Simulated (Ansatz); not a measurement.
# TiSe2: a single-point run

The task is a single-point run on TiSe2. The structure is shown as the input types it.

A COD entry behind a cell of this session may itself be a prediction, so a difference from it is no test against experiment.

Method: density functional or hybrid calculation with the settings of its input, plane waves (as first typed), in Ansatz 0.2.0.

8 further runs of the same task are left out: 1 for a known fault of the program, 7 that didn't finish.

**1. The starting structure**

Symmetry: P-3m1, No. 164, trigonal system. Conventional cell: a = 3.542 Å, b = 3.542 Å, c = 6.092 Å, α = 90.00°, β = 90.00°, γ = 120.00°. Around Ti (site symmetry -3m) lie 6 Se at 2.55 Å. Se (site symmetry 3m) has 3 Ti at 2.55 Å as nearest neighbours.

Coordinates:

```xyz
3
Lattice="3.5420 0.0000 0.0000 -1.7710 3.0675 0.0000 0.0000 0.0000 6.0915" Properties=species:S:1:pos:R:3 pbc="T T T"
Ti    0.0000    0.0000    0.0000
Se    0.0000    2.0450    1.5221
Se    1.7710    1.0225    4.5694
```

**2. Input and run**

input.yaml reads:

```yaml
crystal:
  lattice:
    - [3.5420251837, 0.0, 0.0]
    - [-1.7710125918, 3.0674837899, 0.0]
    - [0.0, 0.0, 6.0915063573]
  atoms:
    - { symbol: Ti, position: [0.0, 0.0, 0.0] }
    - { symbol: Se, position: [0.3333333333, 0.6666666667, 0.2498693024] }
    - { symbol: Se, position: [0.6666666667, 0.3333333333, 0.7501306976] }
kpoints:
  mp_grid: { grid: [6, 6, 2] }
hamiltonian:
  xc: hse06
scf:
  occupations: { method: cold, width: 1.5 }
  n_extra_bands: 4
output:
  forces: true
  stress: true
  eigenvalues: true
```

Run with:

```sh
$ ansatz run input.yaml --threads 4 --pin off --max-ram 3686MiB --backend cpu --events-out ev --progress --plain --runs-dir out
```

Q: Will this input give a usable result? If not, why, and what should change?

This run ends as converged, with warnings (filled band counts differ across k points, orbital symmetrization skipped, stress exchange threshold loose). Its log warns: «output.stress: scf.convergence.dr2_threshold = 1e-7 eV (the SCF's general default) is looser than the 3e-10 eV advised for a printed stress (1e-10 eV for each atom of the ...»

Look at the input: scf.occupations.method is cold; scf.occupations.width is 1.5. Occupations are smeared over electronvolts, wider than many features of the bands.

Run again and compare: set scf.occupations.method to fermi_dirac and scf.occupations.width to 0.02.
